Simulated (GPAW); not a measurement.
Runs of GPAW 26.7.0 on PbS (Galena). Symmetry: Fm-3m, No. 225, cubic system. The conventional cell has a = 5.931 Å, b = 5.931 Å, c = 5.931 Å, α = 90.00°, β = 90.00°, γ = 90.00°. Pb (site symmetry m-3m) is surrounded by 6 S at 2.97 Å. S (site symmetry m-3m) has 6 Pb at 2.97 Å as nearest neighbours. 

```tsv
task	level	potentials or basis	cutoff (eV)	smearing	response ecut	maxiter	response k mesh	response bands	kernels	gap on the mesh (eV)	pressure (GPa)
dielectric tensor	PBE	GPAW PAW data sets (gpaw-data 1.2.1), pw	450	fermi-dirac 0.001 eV	80 eV	150	20 × 20 × 20	30	["RPA", "LR0.1", "ALDA_X"]	0.31	-
single point	LDA	the program's PAW data sets (release 1.2.1) made for this functional, pw	450	fermi-dirac 0.05 eV	-	80	-	-	-	0.19	-3.6
single point	PBE	GPAW PAW data sets (gpaw-data 1.2.1), pw	500	fermi-dirac 0.05 eV	-	120	-	-	-	0.31	(a)
single point	PBE	GPAW PAW data sets (gpaw-data 1.2.1), pw	450	fermi-dirac 0.05 eV	-	120	-	-	-	0.31	1.4
```

Alike in all rows: no spin polarisation; cell as given; k mesh 6 × 6 × 6.

Fill in the values left out.

(a) 1.8.

Caveats: spin-orbit coupling is left out, which as a rule narrows the gap of such compounds by several tenths of an eV; the cutoff is short for stress and forces, so pressures can be off by a GPa or more (some runs); the dielectric constant isn't converged in the k mesh (some runs); the gap is small at this level, which inflates the dielectric constant (some runs); the long-wavelength limit can be off by a per cent or two (some runs).

A k mesh can miss the band edges, and the runs leave out spin-orbit coupling on Pb.
